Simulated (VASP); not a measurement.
GaCo, 2 atoms in the cell. The structure is cubic, space group Pm-3m (No. 221). Conventional cell: a = 2.916 Å, b = 2.916 Å, c = 2.916 Å, α = 90.00°, β = 90.00°, γ = 90.00°. Around Ga (site symmetry m-3m) lie 8 Co at 2.53 Å. Co (site symmetry m-3m) is surrounded by 8 Ga at 2.53 Å. 

* Program: VASP 6.6.1
* Task: single point
* Functional: r2SCAN
* Potentials or basis: VASP PAW PBE potentials, release 64 (Ga_d, Co)
* Cutoff: 520 eV
* k mesh: 9 × 9 × 9
* Occupations: tetrahedron
* Spin: collinear spin, typed start
* Starting moments: [0.0, 2.0] μB
* Hubbard terms: Co d U = 6.2 eV
* Dipole correction: no
* Further INCAR settings: ALGO = Normal; EDIFF = 1e-07; NBANDS = 22

Potentials or basis: VASP PAW PBE potentials, release 64 (Ga_d, Co).

Launch:

```bash
$ cat potpaw_PBE.64/Ga_d/POTCAR potpaw_PBE.64/Co/POTCAR > POTCAR
$ mpirun -np 1 vasp_std > vasp.out
```

Hardware: 1 thread of Intel(R) Xeon(R) Platinum 8175M CPU @ 2.50GHz (Skylake/Cascade Lake), on a shared host.

Problem. Estimate the wall time of this run.

Solution. Run time: 3.3 min on 1 thread of Intel(R) Xeon(R) Platinum 8175M CPU @ 2.50GHz (Skylake/Cascade Lake) (shared host), peak memory 0.18 GiB. Counts: scf iterations 24, k points 35.
